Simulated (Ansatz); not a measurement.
**Structures of Al₂Pt: which is lowest?**

Plane-wave DFT in Ansatz with scalar-relativistic PAW potentials, cutoff 420 eV, Γ-centred meshes chosen by cell and gap, Gaussian smearing with energies taken to zero width. Every cell was relaxed (cell and atoms) in a run of its own, within the symmetry of its start. Functional: PBE.

Relaxed structures (starts from databases or built by putting these elements on another compound's sites):
A. Fm-3m, 3 atoms in the computed cell, a = 5.946 Å; sites (symmetry × multiplicity) Al -43m × 8, Pt m-3m × 4; start: database
B. P-3m1, 3 atoms in the computed cell, a = 2.958 Å, c = 6.225 Å; sites (symmetry × multiplicity) Al 3m. × 2, Pt -3m. × 1; start: built

Task: Rank them by energy. Could pressure change the order?

Result:
| structure | group | E − E(lowest) (meV/atom) | V (Å³/atom) | gap on mesh (eV) |
| --- | --- | --- | --- | --- |
| A | Fm-3m | 0.0 | 17.52 | 0.00 |
| B | P-3m1 | 336 | 15.73 | 0.00 |

A is lowest, 336 meV/atom under B. B is denser by 1.79 Å³/atom, so pressure favours it: ΔE/ΔV, with ΔE in eV and 1 eV/Å³ = 160.2 GPa, gives about 30 GPa for equal enthalpy if both cells were rigid; at such pressures compression changes ΔV much, so this is a scale only. Other structures may lie lower than all of these, and vibrations aren't counted.

Spin-orbit coupling is left out, which matters for the bands of heavy elements.